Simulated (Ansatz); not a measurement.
What does Ansatz print for the nuclei with this input?

The cell is a Materials Project structure (computed, not necessarily an observed phase), atoms as given.

```yaml
crystal:
  lattice:
    - [-3.04182541, 10.68630315, 2.08200595]
    - [3.04182541, -10.68630315, 2.08200595]
    - [3.04182541, 10.68630315, -2.08200595]
  atoms:
    - { symbol: Mg, position: [0.45249907, 0.33278814, 0.78528721] }
    - { symbol: Mg, position: [0.54750093, 0.66721186, 0.21471279] }
    - { symbol: Mg, position: [0.04750093, 0.83278814, 0.88028907] }
    - { symbol: Mg, position: [0.95249907, 0.16721186, 0.11971093] }
    - { symbol: Mg, position: [0.29052856, 0.33441136, 0.62493992] }
    - { symbol: Mg, position: [0.70947144, 0.66558864, 0.37506008] }
    - { symbol: Mg, position: [0.20947144, 0.83441136, 0.0438828] }
    - { symbol: Mg, position: [0.79052856, 0.16558864, 0.9561172] }
    - { symbol: Mg, position: [0.871708315, 0.664939675, 0.53664799] }
    - { symbol: Mg, position: [0.128291685, 0.335060325, 0.46335201] }
    - { symbol: Mg, position: [0.628291685, 0.164939675, 0.79323136] }
    - { symbol: Mg, position: [0.371708315, 0.835060325, 0.20676864] }
    - { symbol: O, position: [0.37165008, 0.16550351, 0.53715359] }
    - { symbol: O, position: [0.62834992, 0.83449649, 0.46284641] }
    - { symbol: O, position: [0.12834992, 0.66550351, 0.79385343] }
    - { symbol: O, position: [0.87165008, 0.33449649, 0.20614657] }
    - { symbol: O, position: [0.95244426, 0.82873779, 0.78118205] }
    - { symbol: O, position: [0.04755574, 0.17126221, 0.21881795] }
    - { symbol: O, position: [0.54755574, 0.32873779, 0.87629353] }
    - { symbol: O, position: [0.45244426, 0.67126221, 0.12370647] }
    - { symbol: O, position: [0.79058638, 0.83428174, 0.62486812] }
    - { symbol: O, position: [0.20941362, 0.16571826, 0.37513188] }
    - { symbol: O, position: [0.70941362, 0.33428174, 0.04369536] }
    - { symbol: O, position: [0.29058638, 0.66571826, 0.95630464] }
kpoints:
  mp_grid: { grid: [6, 6, 6] }
scf:
  occupations: { method: fermi_dirac, width: 0.02 }
hamiltonian:
  xc: r2scan
  pseudopotentials: { kind: paw, frozen_core: stored }
output:
  forces: true
  stress: true
  populations: true
  efg: { quadrupole_moments_barn: { Mg: 0.1994, O: -0.02558 } }
```

```sh
ansatz run input.yaml --threads 1 --pin off --max-ram 3072MiB --backend cpu --events-out ev --progress --plain --runs-dir out
```

Of the output, the block on the nuclei alone is shown; the set-up, the SCF iterations, energies, forces and stress are cut. One atom of each set with nearly equal values is shown.

```
--- PAW observables at the nuclei: V_zz in 10²¹ V/m², potentials from the cell's mean, atoms counted from 1 ---
  atom   1  Mg V_zz =    +2.260800   η = 0.5211   by run symmetry: allowed   C_q = +10.9004 MHz
            electrostatic potential = -1103.271713 V   contact ρ = none
  atom   5  Mg V_zz =    -0.239728   η = 0.6393   by run symmetry: allowed   C_q = -1.1558 MHz
            electrostatic potential = -1103.453843 V   contact ρ = none
  atom   9  Mg V_zz =    +0.154023   η = 0.1529   by run symmetry: allowed   C_q = +0.7426 MHz
            electrostatic potential = -1103.540115 V   contact ρ = none
  atom  13  O  V_zz =    -0.986245   η = 0.2328   by run symmetry: allowed   C_q = +0.6100 MHz
            electrostatic potential = -622.082295 V   contact ρ = none
  atom  17  O  V_zz =    +1.331905   η = 0.5369   by run symmetry: allowed   C_q = -0.8238 MHz
            electrostatic potential = -622.133292 V   contact ρ = none
  atom  21  O  V_zz =    -0.818325   η = 0.1608   by run symmetry: allowed   C_q = +0.5062 MHz
            electrostatic potential = -622.088688 V   contact ρ = none
```

The run took 2.3 min of wall time (2.3 min of CPU time) and 1.8 GiB at its peak, on 1 thread of Intel Xeon Platinum 8488C (Sapphire Rapids) (x86_64; 16 cores open to the job, memory cap 3.0 GiB, no GPU), a shared host with a load of 0.2 a core.
